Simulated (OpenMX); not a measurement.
The system is AlNi3.

```
Ni Al
1.0
     3.52305    0.00000    0.00000
     0.00000    3.52305    0.00000
     0.00000    0.00000    3.52305
Ni Al
3 1
Direct
  0.50000 0.50000 0.00000
  0.50000 0.00000 0.50000
  0.00000 0.50000 0.50000
  0.00000 0.00000 0.00000
```

The cell is a database's computed one.

Base run:

- Program: OpenMX 3.8.5
- Functional: PBE
- Potentials or basis: OpenMX 2013 PBE set, Ni6.0H-s2p2d1, Al7.0-s2p1d1, grid cutoff 500 Ry
- k mesh: 9 × 9 × 9
- Occupations: fermi-dirac, width 0.05 eV
- Spin: collinear spin, ferromagnetic start
- Starting moments: [1.0, 1.0, 1.0, 0.0] μB

Its results: pressure 17.0 GPa; net moment 0.56 μB per cell; site moments Ni +0.21; Al -0.05 μB.

Problem. The run is repeated on the same cell with these changes: functional from PBE to LDA; potentials or basis from OpenMX 2013 PBE set, Ni6.0H-s2p2d1, Al7.0-s2p1d1, grid cutoff 500 Ry to OpenMX 2013 LDA set, Ni6.0H-s3p2d2, Al7.0-s2p2d1, grid cutoff 500 Ry. What comes out?

Solution. Pressure -2.9 GPa; net moment 0.39 μB per cell; site moments Ni +0.14; Al -0.03 μB.

Caveats: the basis of atomic orbitals isn't converged, which shifts pressures, moduli and gaps; the transition metal has a single d function, too few for pressures, volumes and moments (some runs); so large a pressure means that the cell lies far from this level's equilibrium, or that cutoff or potentials fall short (some runs).
